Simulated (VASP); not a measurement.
# Vibrations of InP at several levels of theory, part 2 of 3

Aim: the vibrations of InP at the zone centre, at several levels of theory. The starting structure is a measured crystal structure from the Crystallography Open Database.

VASP 6.6.1.

Results so far: LDA T2 303.1 cm⁻¹.

## (3) Modes with LDA at the measured cell

Level of this step: LDA; plane waves and PAW (In_d, P) (VASP).

A relaxation of the atoms in the fixed cell, not shown, had nothing to move.

INCAR

```
SYSTEM = InP
PREC = Accurate
ENCUT = 450
EDIFF = 1E-08
NELM = 100
ISMEAR = 0
SIGMA = 0.03
LREAL = .FALSE.
ALGO = Normal
GGA = CA
NBANDS = 15
LORBIT = 11
LWAVE = .FALSE.
LCHARG = .FALSE.
KPAR = 2
IBRION = 8
LEPSILON = .TRUE.
ISIF = 2
```

POSCAR

```
InP
1.0
    0.0000000000      2.9343500000      2.9343500000
    2.9343500000      0.0000000000      2.9343500000
    2.9343500000      2.9343500000      0.0000000000
In P
1 1
Direct
    0.0000000000      0.0000000000      0.0000000000
    0.7500000000      0.7500000000      0.7500000000
```

KPOINTS

```
Automatic mesh
0
Gamma
6 6 6
0 0 0
```

PAW data sets: In_d and P (LDA family, release 64).

Run with:

```
$ mpirun -np 2 vasp_std
```

The program printed:

```text
[... set-up lines as in an earlier step ...]
 entering main loop
       N       E                     dE             d eps       ncg     rms          rms(c)
DAV:   1     0.103075083555E+03    0.10308E+03   -0.76933E+03   480   0.118E+03
DAV:   2    -0.284423813565E+01   -0.10592E+03   -0.10114E+03   494   0.279E+02
DAV:   3    -0.990877565293E+01   -0.70645E+01   -0.70249E+01   634   0.765E+01
DAV:   4    -0.100847879584E+02   -0.17601E+00   -0.17595E+00   595   0.131E+01
[...]
DAV:  13    -0.965542219136E+01    0.29875E-07   -0.39567E-07   641   0.346E-03    0.994E-03
DAV:  14    -0.965542216785E+01    0.23510E-07   -0.42177E-08   585   0.311E-03    0.266E-03
DAV:  15    -0.965542216056E+01    0.72901E-08   -0.28721E-08   599   0.154E-03
   1 F= -.96554222E+01 E0= -.96554222E+01  d E =-.541871E-23
 Linear response reoptimize wavefunctions to high precision
DAV:   1    -0.965542216068E+01   -0.12733E-09   -0.14009E-09   539   0.245E-04
DAV:   2    -0.965542216077E+01   -0.82082E-10   -0.47382E-11   380   0.657E-05
 Linear response G [H, r] |phi>, progress :
  Direction:   1
[...]
RMM:  25    -0.236972873734E+00   -0.75997E-08   -0.10831E-09  1085   0.156E-05    0.439E-07
 first order change of Fermi-energy   0.21873E-04
 force on displaced ion       1 direction 1 :  -7.850   0.000   0.000
 Born effective charge ion    1 direction 1 :   2.621   0.000   0.000
 Linear response progress:
  Degree of freedom:   2/  2
       N       E                     dE             d eps       ncg     rms          rms(c)
RMM:   1    -0.500441094396E-01   -0.50044E-01    0.36262E-02  2913   0.181E+00
RMM:   2    -0.482812488377E-01    0.17629E-02   -0.42096E-04  2266   0.633E-01    0.150E-01
RMM:   3    -0.488188607209E-01   -0.53761E-03   -0.15581E-03  2545   0.268E-01    0.579E-02
RMM:   4    -0.490559030775E-01   -0.23704E-03   -0.22236E-04  2591   0.103E-01    0.179E-02
[...]
RMM:  14    -0.490758358075E-01   -0.26548E-07   -0.67823E-09  2114   0.775E-06    0.832E-06
RMM:  15    -0.490758175766E-01    0.18231E-07    0.16371E-09  1672   0.507E-06    0.281E-06
RMM:  16    -0.490758236729E-01   -0.60963E-08    0.26727E-09  1135   0.399E-06    0.115E-06
 first order change of Fermi-energy   0.15122E-03
 force on displaced ion       2 direction 1 :  -7.809   0.000   0.000
 Born effective charge ion    2 direction 1 :  -3.266   0.000   0.000
 Born effective charges drift removed
 Linear response finished
```

Elapsed: 4.5 min, on 2 MPI ranks of AMD EPYC 7R43, shared host; peak memory 0.35 GiB; 8.9 min of CPU time.

OUTCAR, selected parts (step 3):

```text
  Total       -0.4440390     -0.4440390     -0.4440390      0.0000000     -0.0000000     -0.0000000
  in kB      -14.0788110    -14.0788110    -14.0788110      0.0000000     -0.0000000     -0.0000000
  external PRESSURE =     -14.0788110 kB  Pullay stress =       0.0000000 kB

 POSITION                                       TOTAL-FORCE (eV/Angst)
 -----------------------------------------------------------------------------------
      0.00000      0.00000      0.00000         0.000000      0.000000      0.000000
      4.40152      4.40152      4.40152        -0.000000     -0.000000     -0.000000
 -----------------------------------------------------------------------------------
    total drift:                               -0.000000     -0.000000     -0.000000

 MACROSCOPIC STATIC DIELECTRIC TENSOR (including local field effects in DFT)
 ------------------------------------------------------
          39.976604     0.000000    -0.000000
          -0.000000    39.976604     0.000000
           0.000000     0.000000    39.976604
 ------------------------------------------------------

 MACROSCOPIC STATIC DIELECTRIC TENSOR IONIC CONTRIBUTION
 ------------------------------------------------------
           3.971903     0.000000     0.000000
           0.000000     3.971903    -0.000000
           0.000000    -0.000000     3.971903
 ------------------------------------------------------

[... 1 part as in an earlier step ...]

[... 1 further part left out ...]
```

With LDA at the measured cell the mode is T2 295.2 cm⁻¹, -7.9 cm⁻¹ from LDA.

## (4) Modes with PBEsol

PBEsol restores the gradient expansion of exchange and is tuned for the cells of solids. The cell comes from a relaxation at this level, not shown (50.80 Å³).

INCAR: that of step 3 with these lines changed.

```diff
@@ -9,3 +9,3 @@
 ALGO = Normal
-GGA = CA
+GGA = PS
 NBANDS = 15
```

POSCAR

```
InP
1.0
    0.0000000000      2.9394986573      2.9394986573
    2.9394986573      0.0000000000      2.9394986573
    2.9394986573      2.9394986573      0.0000000000
In P
1 1
Direct
    0.0000000000      0.0000000000      0.0000000000
    0.7500000000      0.7500000000      0.7500000000
```

KPOINTS is that of step 3.

PAW data sets: In_d and P (PBE family, release 64).

Run with:

```
$ mpirun -np 2 vasp_std
```

The program printed:

```text
[banner, memory and clock lines left out]
running    2 mpi-ranks, on    1 nodes
[...]
|                                                                             |
|               ----> ADVICE to this user running VASP <----                  |
|                                                                             |
|     You enforced a specific xc type in the INCAR file but a different       |
|     [... a line on the potential file left out ...]
|     I HOPE YOU KNOW WHAT YOU ARE DOING!                                     |
|                                                                             |

 LDA part: xc-table for (Slater+PW92), standard interpolation
 POSCAR, INCAR and KPOINTS ok, starting setup
[...]
entering main loop
       N       E                     dE             d eps       ncg     rms          rms(c)
DAV:   1     0.106373981990E+03    0.10637E+03   -0.79321E+03   480   0.119E+03
DAV:   2    -0.248347224434E+01   -0.10886E+03   -0.10431E+03   529   0.288E+02
[...]
RMM:  19    -0.234782219470E+00    0.18409E-08   -0.52120E-08  1558   0.105E-05    0.655E-07
 first order change of Fermi-energy   0.36823E-04
 force on displaced ion       1 direction 1 :  -7.873   0.000   0.000
 Born effective charge ion    1 direction 1 :   2.615   0.000   0.000
 Linear response progress:
  Degree of freedom:   2/  2
       N       E                     dE             d eps       ncg     rms          rms(c)
RMM:   1    -0.497494944785E-01   -0.49749E-01    0.38036E-02  2874   0.180E+00
RMM:   2    -0.480123301979E-01    0.17372E-02   -0.49373E-04  2263   0.621E-01    0.144E-01
RMM:   3    -0.485544889481E-01   -0.54216E-03   -0.14515E-03  2550   0.261E-01    0.574E-02
RMM:   4    -0.488199017622E-01   -0.26541E-03   -0.21201E-04  2591   0.993E-02    0.172E-02
[...]
RMM:  10    -0.488473561884E-01   -0.29558E-07    0.16371E-08  2736   0.212E-04    0.441E-05
RMM:  11    -0.488474805523E-01   -0.12436E-06   -0.87777E-08  2852   0.794E-05    0.344E-05
RMM:  12    -0.488474773388E-01    0.32135E-08    0.58819E-08  2855   0.339E-05    0.266E-05
 first order change of Fermi-energy   0.15879E-03
 force on displaced ion       2 direction 1 :  -7.846   0.000   0.000
 Born effective charge ion    2 direction 1 :  -3.195   0.000   0.000
 Born effective charges drift removed
 Linear response finished
```

The job ended after 5.7 min (2 MPI ranks; peak memory 0.41 GiB).

From OUTCAR (step 4):

```text
  Total        0.0001708      0.0001708      0.0001708      0.0000000      0.0000000      0.0000000
  in kB        0.0053857      0.0053857      0.0053857      0.0000000      0.0000000      0.0000000
  external PRESSURE =       0.0053857 kB  Pullay stress =       0.0000000 kB

 POSITION                                       TOTAL-FORCE (eV/Angst)
 -----------------------------------------------------------------------------------
      0.00000      0.00000      0.00000         0.000000      0.000000      0.000000
      4.40925      4.40925      4.40925        -0.000000     -0.000000     -0.000000
 -----------------------------------------------------------------------------------
    total drift:                               -0.000000     -0.000000     -0.000000

 MACROSCOPIC STATIC DIELECTRIC TENSOR (including local field effects in DFT)
 ------------------------------------------------------
          30.098707    -0.000000    -0.000000
          -0.000000    30.098707     0.000000
           0.000000    -0.000000    30.098707
 ------------------------------------------------------

 MACROSCOPIC STATIC DIELECTRIC TENSOR IONIC CONTRIBUTION
 ------------------------------------------------------
           3.833395    -0.000000     0.000000
          -0.000000     3.833395     0.000000
           0.000000     0.000000     3.833395
 ------------------------------------------------------

[... 1 part as in an earlier step ...]

[... 1 further part left out ...]
```

With PBEsol the mode is T2 295.9 cm⁻¹, -7.2 cm⁻¹ from LDA.

## (5) Modes with PBE

PBE, the usual starting point, adds the gradient of the density. The cell comes from a relaxation at this level, not shown (52.89 Å³).

INCAR: that of step 4 with these lines changed.

```diff
@@ -9,3 +9,3 @@
 ALGO = Normal
-GGA = PS
+GGA = PE
 NBANDS = 15
```

POSCAR

```
InP
1.0
    0.0000000000      2.9792891275      2.9792891275
    2.9792891275      0.0000000000      2.9792891275
    2.9792891275      2.9792891275      0.0000000000
In P
1 1
Direct
    0.0000000000      0.0000000000      0.0000000000
    0.7500000000      0.7500000000      0.7500000000
```

KPOINTS is that of step 4.

Run with:

```
$ mpirun -np 2 vasp_std
```

The program printed:

```text
[banner, memory and clock lines left out]
running    2 mpi-ranks, on    1 nodes
[...]
LDA part: xc-table for (Slater+PW92), standard interpolation
 POSCAR, INCAR and KPOINTS ok, starting setup
[...]
entering main loop
       N       E                     dE             d eps       ncg     rms          rms(c)
DAV:   1     0.104915565252E+03    0.10492E+03   -0.77809E+03   494   0.116E+03
DAV:   2    -0.194354520881E+01   -0.10686E+03   -0.10271E+03   529   0.283E+02
DAV:   3    -0.861082024948E+01   -0.66673E+01   -0.66294E+01   599   0.738E+01
DAV:   4    -0.879076293031E+01   -0.17994E+00   -0.17987E+00   644   0.136E+01
[...]
DAV:  14    -0.839521958368E+01   -0.39033E-06   -0.53676E-07   557   0.648E-03    0.192E-03
DAV:  15    -0.839521954278E+01    0.40896E-07   -0.22659E-08   627   0.111E-03    0.161E-03
DAV:  16    -0.839521954094E+01    0.18465E-08   -0.36229E-09   436   0.402E-04
   1 F= -.83952195E+01 E0= -.83952195E+01  d E =-.293915E-19
 Linear response reoptimize wavefunctions to high precision
[...]
RMM:  18    -0.234575552692E+00    0.80688E-08   -0.99818E-08  1627   0.832E-06    0.120E-07
 first order change of Fermi-energy   0.42564E-04
 force on displaced ion       1 direction 1 :  -7.196   0.000   0.000
 Born effective charge ion    1 direction 1 :   2.775   0.000   0.000
 Linear response progress:
  Degree of freedom:   2/  2
       N       E                     dE             d eps       ncg     rms          rms(c)
RMM:   1    -0.499885950412E-01   -0.49989E-01    0.40011E-02  2861   0.172E+00
RMM:   2    -0.483042047734E-01    0.16844E-02   -0.54753E-04  2254   0.593E-01    0.142E-01
RMM:   3    -0.488712851833E-01   -0.56708E-03   -0.13810E-03  2549   0.253E-01    0.567E-02
RMM:   4    -0.491883693189E-01   -0.31708E-03   -0.20464E-04  2585   0.991E-02    0.178E-02
[...]
RMM:  10    -0.492329357834E-01    0.28541E-07    0.90238E-08  2544   0.233E-04    0.509E-05
RMM:  11    -0.492331245846E-01   -0.18880E-06   -0.54704E-08  2870   0.102E-04    0.600E-05
RMM:  12    -0.492331308059E-01   -0.62214E-08    0.54616E-08  2834   0.385E-05    0.485E-05
 first order change of Fermi-energy   0.15309E-03
 force on displaced ion       2 direction 1 :  -7.215   0.000   0.000
 Born effective charge ion    2 direction 1 :  -3.385   0.000   0.000
 Born effective charges drift removed
 Linear response finished
```

The job ended after 5.6 min (2 MPI ranks; peak memory 0.4 GiB; 11 min of CPU time).

From OUTCAR (step 5):

```text
  Total        0.0012654      0.0012654      0.0012654     -0.0000000      0.0000000     -0.0000000
  in kB        0.0383314      0.0383314      0.0383314     -0.0000000      0.0000000     -0.0000000
  external PRESSURE =       0.0383314 kB  Pullay stress =       0.0000000 kB

 POSITION                                       TOTAL-FORCE (eV/Angst)
 -----------------------------------------------------------------------------------
      0.00000      0.00000      0.00000        -0.000000     -0.000000     -0.000000
      4.46893      4.46893      4.46893         0.000000      0.000000      0.000000
 -----------------------------------------------------------------------------------
    total drift:                                0.000000      0.000000      0.000000

 MACROSCOPIC STATIC DIELECTRIC TENSOR (including local field effects in DFT)
 ------------------------------------------------------
          47.064009     0.000000    -0.000000
          -0.000000    47.064009     0.000000
          -0.000000     0.000000    47.064009
 ------------------------------------------------------

 MACROSCOPIC STATIC DIELECTRIC TENSOR IONIC CONTRIBUTION
 ------------------------------------------------------
           4.514258    -0.000000    -0.000000
          -0.000000     4.514258    -0.000000
          -0.000000    -0.000000     4.514258
 ------------------------------------------------------

[... 1 part as in an earlier step ...]

[... 1 further part left out ...]
```

With PBE the mode is T2 283.5 cm⁻¹, -19.6 cm⁻¹ from LDA.

## (6) Modes with PBEsol + D3(BJ)

D3 with Becke-Johnson damping keeps a finite attraction at short range. The cell comes from a relaxation at this level, not shown (49.41 Å³).

INCAR: that of step 5 with these lines changed.

```diff
@@ -9,3 +9,4 @@
 ALGO = Normal
-GGA = PE
+GGA = PS
+IVDW = 12
 NBANDS = 15
@@ -15,4 +16,6 @@
 KPAR = 2
-IBRION = 8
-LEPSILON = .TRUE.
+IBRION = 6
+NFREE = 2
+POTIM = 0.015
+NSW = 1
 ISIF = 2
```

POSCAR

```
InP
1.0
    0.0000000000      2.9124339539      2.9124339539
    2.9124339539      0.0000000000      2.9124339539
    2.9124339539      2.9124339539      0.0000000000
In P
1 1
Direct
    0.0000000000      0.0000000000      0.0000000000
    0.7500000000      0.7500000000      0.7500000000
```

KPOINTS is that of step 5.

Run with:

```
$ mpirun -np 2 vasp_std
```

The program printed:

```text
[banner, memory and clock lines left out]
running    2 mpi-ranks, on    1 nodes
[...]
[... a notice as in an earlier step ...]

 LDA part: xc-table for (Slater+PW92), standard interpolation
 POSCAR, INCAR and KPOINTS ok, starting setup
[...]
entering main loop
       N       E                     dE             d eps       ncg     rms          rms(c)
DAV:   1     0.107928235290E+03    0.10793E+03   -0.77006E+03   487   0.119E+03
DAV:   2    -0.257772519926E+01   -0.11051E+03   -0.10688E+03   529   0.300E+02
DAV:   3    -0.937528166977E+01   -0.67976E+01   -0.67713E+01   627   0.763E+01
DAV:   4    -0.954775748704E+01   -0.17248E+00   -0.17244E+00   611   0.130E+01
[...]
DAV:  13    -0.913391699417E+01   -0.11934E-07   -0.66527E-07   571   0.485E-03    0.103E-02
DAV:  14    -0.913391704427E+01   -0.50097E-07   -0.10899E-07   627   0.380E-03    0.246E-03
DAV:  15    -0.913391705252E+01   -0.82573E-08   -0.13580E-08   430   0.122E-03
   1 F= -.97420175E+01 E0= -.97420175E+01  d E =-.692297E-16
[... from here on, the cycles between the ionic steps are left out ...]
   2 F= -.97410718E+01 E0= -.97410718E+01  d E =-.185272E-12
   3 F= -.97410717E+01 E0= -.97410717E+01  d E =-.187337E-12
   4 F= -.97410691E+01 E0= -.97410691E+01  d E =-.187272E-12
   5 F= -.97410692E+01 E0= -.97410692E+01  d E =-.187542E-12
 Finite differences progress:
  Degree of freedom:   2/  2
  Displacement:        2/  2
  Total:               4/  4
```

The job ended after 57 s (2 MPI ranks; peak memory 0.32 GiB).

OUTCAR, selected parts (step 6):

```text
 Edisp (eV)   -0.60810

 Edisp (eV)   -0.60810

  Total       0.00173     0.00450     0.00450     0.00000    -0.13379     0.00000
  in kB       0.05609     0.14580     0.14580     0.00000    -4.33832     0.00000
  external pressure =        0.12 kB  Pullay stress =        0.00 kB

 POSITION                                       TOTAL-FORCE (eV/Angst)
 -----------------------------------------------------------------------------------
      0.00000      0.00000      0.00000        -0.126424      0.000000      0.000000
      4.35365      4.36865      4.36865         0.126424      0.000000      0.000000
 -----------------------------------------------------------------------------------
    total drift:                               -0.000021     -0.000000      0.000000

  FREE ENERGIE OF THE ION-ELECTRON SYSTEM (eV)
  ---------------------------------------------------
  free  energy   TOTEN  =        -9.7410691732 eV

  energy  without entropy=       -9.7410691732  energy(sigma->0) =       -9.74106917

[... 1 part as in an earlier step ...]

[... 2 further parts left out ...]
[key lines of the parts left out:]
E-fermi :   5.4664
```

The last energy, forces and stress in OUTCAR belong to the last displaced cell, not to that of POSCAR.

With PBEsol + D3(BJ) the mode is T2 306.5 cm⁻¹, +3.4 cm⁻¹ from LDA.

## (7) Modes with r2SCAN

r2SCAN adds the kinetic-energy density, costs more than a GGA and is run with LASPH. The cell comes from a relaxation at this level, not shown (51.48 Å³).

INCAR: that of step 6 with these lines changed.

```diff
@@ -9,4 +9,4 @@
 ALGO = Normal
-GGA = PS
-IVDW = 12
+METAGGA = R2SCAN
+LASPH = .TRUE.
 NBANDS = 15
```

POSCAR

```
InP
1.0
    0.0000000000      2.9526128225      2.9526128225
    2.9526128225      0.0000000000      2.9526128225
    2.9526128225      2.9526128225      0.0000000000
In P
1 1
Direct
    0.0000000000      0.0000000000      0.0000000000
    0.7500000000      0.7500000000      0.7500000000
```

KPOINTS is that of step 6.

Run with:

```
$ mpirun -np 2 vasp_std
```

The program printed:

```text
[banner, memory and clock lines left out]
running    2 mpi-ranks, on    1 nodes
[...]
[... a notice as in an earlier step ...]

 LDA part: xc-table for (None), standard interpolation
 POSCAR, INCAR and KPOINTS ok, starting setup
[...]
entering main loop
       N       E                     dE             d eps       ncg     rms          rms(c)
DAV:   1     0.841000996065E+02    0.84100E+02   -0.79539E+03   480   0.121E+03
DAV:   2    -0.278163153221E+02   -0.11192E+03   -0.10662E+03   529   0.301E+02
DAV:   3    -0.356660119435E+02   -0.78497E+01   -0.77990E+01   613   0.809E+01
DAV:   4    -0.358838281248E+02   -0.21782E+00   -0.21773E+00   624   0.147E+01
[...]
DAV:  16    -0.322878157535E+02    0.20106E-07   -0.27065E-08   570   0.209E-03    0.754E-03
DAV:  17    -0.322878157838E+02   -0.30299E-07   -0.11383E-08   387   0.135E-03    0.958E-04
DAV:  18    -0.322878157755E+02    0.83060E-08   -0.23208E-09   289   0.563E-04
   1 F= -.32287816E+02 E0= -.32287816E+02  d E =-.538028E-16
[... from here on, the cycles between the ionic steps are left out ...]
   2 F= -.32286940E+02 E0= -.32286940E+02  d E =-.183712E-12
   3 F= -.32286941E+02 E0= -.32286941E+02  d E =-.185179E-12
   4 F= -.32286934E+02 E0= -.32286934E+02  d E =-.183862E-12
   5 F= -.32286933E+02 E0= -.32286933E+02  d E =-.184092E-12
 Finite differences progress:
  Degree of freedom:   2/  2
  Displacement:        2/  2
  Total:               4/  4
```

Elapsed: 5.1 min, on 2 MPI ranks; peak memory 0.31 GiB.

OUTCAR, selected parts (step 7):

```text
  Total       -0.0043476     -0.0019644     -0.0019644      0.0000000     -0.1131837      0.0000000
  in kB       -0.1353031     -0.0611342     -0.0611342      0.0000000     -3.5224504      0.0000000
  external PRESSURE =      -0.0858572 kB  Pullay stress =       0.0000000 kB

 POSITION                                       TOTAL-FORCE (eV/Angst)
 -----------------------------------------------------------------------------------
      0.00000      0.00000      0.00000        -0.117498      0.000000      0.000000
      4.41392      4.42892      4.42892         0.117498      0.000000      0.000000
 -----------------------------------------------------------------------------------
    total drift:                                0.000239     -0.000000     -0.000000

  FREE ENERGIE OF THE ION-ELECTRON SYSTEM (eV)
  ---------------------------------------------------
  free  energy   TOTEN  =       -32.2869331956 eV

  energy  without entropy=      -32.2869331956  energy(sigma->0) =      -32.28693320

[... 1 part as in an earlier step ...]

[... 2 further parts left out ...]
[key lines of the parts left out:]
E-fermi :   4.9334
```

With r2SCAN the mode is T2 295.4 cm⁻¹, -7.7 cm⁻¹ from LDA.

[end of part 2 of 3]

[Lines on the potential files, build, host, timing and source positions are cut from VASP's logs without a mark.]

[Logs are printed without paths, hosts, clocks, repeated set-up lines and the standing remarks that a program may print on its own settings, such as how far it seeks lower states.]

[Hosts, paths, dates, database ids (printed as entryN), source tags and the programs' standing remarks are cut or masked in the printed files.]
